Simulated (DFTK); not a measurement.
Fe:

```
CELL_PARAMETERS angstrom
-1.44300 1.44300 1.44300
1.44300 -1.44300 1.44300
1.44300 1.44300 -1.44300
ATOMIC_POSITIONS crystal
Fe 0.00000 0.00000 0.00000
```

Base run:

* Program: DFTK 0.8.2
* Functional: PBEsol
* Potentials or basis: SG15 1.2 (PBE)
* Cutoff: 1225 eV
* k mesh: 12 × 12 × 12
* Occupations: fermi-dirac, width 0.05 eV
* Spin: collinear spin, ferromagnetic start
* Starting moments: [3.0] μB

Its results: band gap on the k mesh none (metal or under the smearing width); pressure -17.2 GPa; net moment 2.32 μB per cell; site moments Fe +2.32 μB.

**Question.** After a change of settings the same cell gave: band gap on the k mesh none (metal or under the smearing width); pressure 0.9 GPa; net moment 2.81 μB per cell; site moments Fe +2.81 μB. Which change was it?
A. functional from PBEsol to r2SCAN
B. functional from PBEsol to LDA
C. potentials or basis from SG15 1.2 (PBE) to SPMS 1.0 (PBE); k mesh from 12 × 12 × 12 to 13 × 13 × 13
D. potentials or basis from SG15 1.2 (PBE) to dojo.nc.sr.pbesol.v0_4_1.standard.upf (PBEsol); k mesh from 12 × 12 × 12 to 13 × 13 × 13

**Answer.** A.

Caveats: the potentials were made for another functional, which shifts forces and pressure.

Not every run made on this cell is shown here.
